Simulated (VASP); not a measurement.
A run of VASP 6.6.1 is set up as follows.

Contents of INCAR:

```
PREC = Accurate
ENCUT = 520
EDIFF = 1E-6
ISMEAR = 0
SIGMA = 0.02
LREAL = Auto
LASPH = True
NELM = 80
ALGO = Fast
ISIF = 2
LWAVE = False
LCHARG = True
GGA = PE
LELF = True
LVHAR = True
NBANDS = 48
```

The input KPOINTS:

```
Automatic mesh
0
Gamma
  2 2 2
```

The input POSCAR:

```
Si
1.0
    0.0000000000      5.4300000000      5.4300000000
    5.4300000000      0.0000000000      5.4300000000
    5.4300000000      5.4300000000      0.0000000000
Si
17
Direct
    0.0016613260     -0.0104530387      0.0025237569
    0.1418923573      0.1207452118      0.1169251381
    0.0070246777     -0.0012445672      0.4956543278
    0.1220000921      0.1207203499      0.6306923573
    0.0017098527      0.5064199816      0.0024645488
    0.1142282689      0.6189638122      0.1479796501
   -0.0103429098      0.4943817680      0.5217335175
    0.1220776243      0.6267468692      0.6306105893
    0.5099429098      0.0145018416     -0.0390383057
    0.6158281768      0.1207029466      0.1169314917
    0.4939787293     -0.0012616022      0.4956667587
    0.6335370166      0.1381885820      0.5901451197
    0.4848073665      0.5064162063      0.0024637201
    0.6160457643      0.6464638122      0.1168765193
    0.4940835175      0.5116844383      0.4955785451
    0.6159953039      0.6267363720      0.6306142726
    0.7643023020      0.2687533149      0.1979487109
```

Potentials or basis: VASP PAW PBE potentials, release 64 (Si).

Launch:

```console
$ cat potpaw_PBE.64/Si/POTCAR > POTCAR
$ mpirun -np 1 vasp_std > vasp.out
```

(1) Estimate the pressure.

(2) Predict the largest force.

(3) Estimate the band gap on the k mesh.

## Answers

(1) 5.1 GPa.

(2) 0.320 eV/Å.

(3) none (metal or under the smearing width).

Caveat: the k mesh is coarse (spacing up to 0.50 Å⁻¹), so the values aren't converged.
